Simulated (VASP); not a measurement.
**BP: relaxation of cell and atoms with TPSSh**

Crystal: BP.

```
CELL_PARAMETERS angstrom
0.00000 2.26900 2.26900
2.26900 0.00000 2.26900
2.26900 2.26900 0.00000
ATOMIC_POSITIONS crystal
P 0.75000 0.75000 0.75000
B 0.00000 0.00000 0.00000
```

```json
{
 "Program": "VASP 6.6.1",
 "Task": "relaxation of cell and atoms",
 "Functional": "TPSSh",
 "Potentials or basis": "VASP PAW PBE potentials, release 64 (P, B)",
 "Cutoff": "600 eV",
 "k mesh": "5 × 5 × 5",
 "Occupations": "gaussian, width 0.05 eV",
 "Spin": "no spin polarisation",
 "Grid for exact exchange (PRECFOCK)": "Fast",
 "Exchange at q = 0": "default",
 "Further INCAR settings": "ALGO = Normal; EDIFF = 1e-07; IBRION = 2; EDIFFG = -0.01; NSW = 60; ISIF = 3"
}
```

- Pressure after relaxing: -0.1 GPa
- Band gap on the k mesh: 1.84 eV, indirect (least direct gap 4.20 eV)

Final structure:
```xyz
2
Lattice="0.0000 2.2690 2.2690 2.2690 0.0000 2.2690 2.2690 2.2690 0.0000" Properties=species:S:1:pos:R:3 pbc="T T T"
P     3.4035    3.4035    3.4035
B     0.0000    0.0000    0.0000
```

Levels at points of the mesh, in eV from the valence-band top:
| k point | band 1 | band 2 | band 3 | band 4 | band 5 | band 6 | band 7 | band 8 |
| --- | --- | --- | --- | --- | --- | --- | --- | --- |
| (0.00, 0.00, 0.00) | -16.40 | 0.00 | 0.00 | 0.00 | 4.20 | 4.20 | 4.20 | 8.47 |

Run time: 52 s on 1 thread of Intel(R) Xeon(R) Platinum 8488C (Sapphire Rapids) (shared host), peak memory 0.16 GiB.

Caveat: the k mesh is coarse (spacing up to 0.48 Å⁻¹), so the values aren't converged, least of all with exact exchange; the relaxation stopped at its first step, so nothing moved; the PAW data sets were made with another functional, which shifts forces and pressure a little; an odd mesh through Γ misses points on the zone boundary, where band edges often lie.
